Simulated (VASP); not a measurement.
The system is Ge.

```
Ge
1.0
     0.00000    2.82891    2.82891
     2.82891    0.00000    2.82891
     2.82891    2.82891    0.00000
Ge
2
Cartesian
  4.2434 4.2434 4.2434
  2.8289 2.8289 2.8289
```

```yaml
Program: VASP 6.6.1
Task: relaxation of cell and atoms
Functional: PBE
Potentials_or_basis: VASP PAW PBE potentials, release 64 (Ge_d)
Cutoff: 600 eV
k_mesh: 8 × 8 × 8
Occupations: fermi-dirac, width 0.05 eV
Spin: no spin polarisation
```

At the start: pressure 3.6 GPa; volume 22.64 Å³/atom.

Task: How do energy, volume and symmetry change on relaxing?

Result: Over 5 steps the energy falls by 13.6 meV/atom and the volume is 23.85 Å³/atom (+5.4 %); space group Fd-3m (No. 227, to 0.05 Å).

The path:
```csv
step,energy change (eV),largest force (eV/Å),pressure (GPa),volume (Å³)
1,0.0000,0.0000,3.56,45.28
2,-0.0246,0.0000,-1.11,48.66
3,-0.0273,0.0000,-0.26,47.80
4,-0.0271,0.0000,0.23,47.62
5,-0.0272,0.0000,0.02,47.71
```

Final structure:
```
Ge
1.0
     0.00000    2.87861    2.87861
     2.87861    0.00000    2.87861
     2.87861    2.87861    0.00000
Ge
2
Direct
  0.75000 0.75000 0.75000
  0.50000 0.50000 0.50000
```

The cell as given is a measured one (22.64 Å³/atom); PBE puts the equilibrium volume +5.4 % from it, thermal expansion not counted.
